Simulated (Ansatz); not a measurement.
Method: DFT PBE, scalar-relativistic, plane waves, PAW in Ansatz. All cells share a 420 eV cutoff and Γ-centred k meshes spaced at most about 0.3 Å⁻¹ (about 0.25 or finer for metals, 2π included). No spin polarisation.

All energies are static (0 K, no zero-point motion).

Compare these two cells of BP2, each relaxed at this level.

1.

```xyz
6
Lattice="4.3819 0.0000 0.0000 0.0000 4.3819 0.0000 0.0000 0.0000 4.5497" Properties=species:S:1:pos:R:3 pbc="T T T"
B     2.1910    0.0000    0.0000
B     0.0000    2.1910    2.2749
P     0.7718    0.7718    1.1374
P     3.6102    3.6102    1.1374
P     3.6102    0.7718    3.4123
P     0.7718    3.6102    3.4123
```

2.

```xyz
6
Lattice="3.2635 0.0000 0.0000 -1.6317 2.8263 0.0000 0.0000 0.0000 8.8692" Properties=species:S:1:pos:R:3 pbc="T T T"
B     0.0000    0.0000    2.9887
B     1.6317    0.9421    0.3721
P     0.0000    0.0000    4.9645
P     1.6317    0.9421    2.3494
P     0.0000    1.8842    8.5976
P     1.6317    0.9421    6.1559
```

Question: Which form is favoured at zero pressure, and by what margin per atom?

Answer: Cell 2 is lower, by 0.50 eV/atom. Cell 1 has space group P4_222 (No. 93), 14.6 Å³/atom and no gap on its mesh; cell 2 has space group P3m1 (No. 156), 13.6 Å³/atom and no gap. Counting P atoms around B (those within 1.25 times the shortest such distance or 1.15 times the sum of covalent radii), cell 1 and cell 2 both have B 4. Cell 1 holds P–P pairs (shortest 2.18 Å); cell 2 holds P–P nets (shortest 2.23 Å). Both come from invented guesses.

No dispersion correction is applied, so the spacing and binding between layers, chains or molecules are poorly described (P3m1), and this can change margins and order among such cells. Cells relaxed within their symmetry can be saddle points.

The layered form wins by 0.50 eV/atom, and electron counting offers a probable reason. Boron is tetrahedral in both cells, so the difference lies in how phosphorus makes up for boron's missing valence electron. In cell 1 every P atom bonds to a single P neighbour and to bridging B atoms, and keeps a lone pair. Filling all those bonds and lone pairs would take one more electron per formula unit than BP2 has, which leaves holes in lone-pair or P–P antibonding states and fits the missing gap.

In cell 2 some P atoms are themselves tetrahedral and give up their lone pair to bonding, so the count closes exactly. Its missing gap is therefore not a sign of electron deficiency; it more likely reflects overlap of lone pairs across the short space between slabs, the slabs' polar stacking, or the usual PBE gap underestimate.

Structurally, cell 2 resembles a slab of zinc-blende BP capped by a buckled phosphorus layer, which suggests a tendency to separate into BP and phosphorus, a reaction these energies do not test.
